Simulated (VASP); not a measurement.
Set up this calculation in VASP 6.6.1, as the native input.

| Item | Value |
| --- | --- |
| Task | relaxation of cell and atoms |
| Functional | PBEsol |
| Potentials or basis | VASP PAW PBE potentials, release 64 (Ta_pv, C) |
| Cutoff | 600 eV |
| k mesh | 14 × 14 × 14 |
| Occupations | methfessel-paxton, width 0.1 eV |
| Spin | no spin polarisation |
| Further INCAR settings | ALGO = Normal; EDIFF = 1e-07; IBRION = 2; EDIFFG = -0.005; NSW = 90; ISIF = 3 |

The structure of TaC lies in POSCAR:

```
TaC                                     
1.0
    0.0000000000      2.2215171088      2.2215171088
    2.2215171088      0.0000000000      2.2215171088
    2.2215171088      2.2215171088      0.0000000000
  Ta              C             
     1     1
Direct
     0.0000000000000000    0.0000000000000000    0.0000000000000000
     0.5000000000000000    0.5000000000000000    0.5000000000000000
```

The input as run:

INCAR

```
SYSTEM = TaC
PREC     = Accurate       ! precision mode
ENCUT    = 600            ! plane-wave cutoff, eV
EDIFF    = 1E-7           ! SCF threshold, eV
ISMEAR   = 1              ! smearing method
SIGMA    = 0.1            ! smearing width, eV
LREAL    = .FALSE.        ! projectors in reciprocal space
LASPH    = .TRUE.         ! aspherical terms in the spheres
NELM     = 80             ! most SCF steps
ALGO     = Normal         ! electronic algorithm
ISIF     = 3              ! what is computed and relaxed
LWAVE    = .FALSE.        ! write WAVECAR
LCHARG   = .FALSE.        ! write CHGCAR
GGA      = PS             ! functional
IBRION   = 2              ! ionic algorithm
NSW      = 90             ! ionic steps
EDIFFG   = -0.005         ! ionic threshold
KPAR     = 2
```

KPOINTS

```
regular mesh
0
G
  14 14 14
  0 0 0
```

Potentials or basis: VASP PAW PBE potentials, release 64 (Ta_pv, C).

The run is started by

```sh
$ cat potpaw_PBE.64/Ta_pv/POTCAR potpaw_PBE.64/C/POTCAR > POTCAR
$ mpirun -np 2 vasp_std > vasp.out
```

Results of the run:

```yaml
Pressure_after_relaxing: 0.0 GPa
Band_gap_on_the_k_mesh: none (metal or under the smearing width)
```

Caveat: the relaxation stopped at its first step, so nothing moved; the PAW data sets were made with another functional, which shifts forces and pressure a little.

Wall time 8.3 s on 2 MPI ranks on Intel(R) Xeon(R) 6975P-C (Granite Rapids), on a shared host, peak memory 0.17 GiB a rank.
